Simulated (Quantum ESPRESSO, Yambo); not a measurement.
A convergence test on AgBr (Bromargyrite).

```xyz
2
Lattice="0.0000 2.8872 2.8872 2.8873 0.0000 2.8872 2.8873 2.8873 0.0000" Properties=species:S:1:pos:R:3 pbc="T T T"
Ag    0.0000    0.0000    0.0000
Br    2.8873    2.8873    2.8873
```

The cell and positions come from the Crystallography Open Database and are kept as given unless a step says otherwise.

Program: Yambo 5.3.0; PBE start, 4×4×4 mesh, Godby-Needs plasmon pole.

| bands | screening cutoff (eV) | gap on the mesh (eV) |
| --- | --- | --- |
| 161 | 210.9 | 2.071 |
| 585 | 210.9 | 2.159 |
| 161 | 353.7 | 2.093 |

Question: If the two steps added up, what gap would 585 bands at 353.7 eV give? Do they add up?

From the first row, the second adds +0.088 eV and the third +0.022 eV, so the sum predicts 2.071 +0.088 +0.022 = 2.181 eV. The run gave 2.206 eV, +0.025 eV from that. They don't add up: at the higher cutoff the same bands are worth +0.113 eV. High empty states act through short-wavelength screening, so a band sum at a low cutoff levels off early.

Limits: not at the basis limit; d shell near the gap, gap tends to lie low; no spin-orbit coupling; coarse k mesh.

[Paths, hosts, dates, memory and timing lines, banners, echoed tables and standing remarks are left out of the program output.]

[Logs are printed without paths, hosts, clocks, repeated set-up lines and the standing remarks that a program may print on its own settings, such as how far it seeks lower states.]

[Runs of the session that timed out or met a known fault of the program may be left out.]

[Hosts, paths, dates, database ids (printed as entryN), source tags and the programs' standing remarks are cut or masked in the printed files.]
